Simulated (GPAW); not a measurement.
Crystal: AlN.

```
Al N
1.0
     0.00000    2.18399    2.18399
     2.18399    0.00000    2.18399
     2.18399    2.18399    0.00000
Al N
1 1
Direct
  0.00000 0.00000 0.00000
  0.25000 0.25000 0.25000
```

Measurements of this composition are mostly on another form, of space group No. 186.

Base run:

- Program: GPAW 26.7.0
- Functional: rSCAN
- Potentials or basis: GPAW PAW data sets (gpaw-data 1.2.1)
- Cutoff: 800 eV
- Basis: pw
- k mesh: 10 × 10 × 10
- Occupations: fermi-dirac, width 0.05 eV
- Spin: no spin polarisation

Its results: band gap on the k mesh 3.97 eV, indirect (least direct gap 4.92 eV); pressure -0.2 GPa.

**Question.** The run is repeated on the same cell with these changes: functional from rSCAN to PBE; cutoff from 800 eV to 600 eV; k mesh from 10 × 10 × 10 to 8 × 8 × 8. What comes out?

**Answer.** Band gap on the k mesh 3.31 eV, indirect (least direct gap 4.18 eV); pressure -0.5 GPa.

Several settings changed at once, so the effect can't be laid on one alone.

Caveats: the PAW data sets were made with another functional, which shifts forces and pressure a little (some runs); the cutoff is short for stress and forces, so pressures can be off by a GPa or more (some runs).
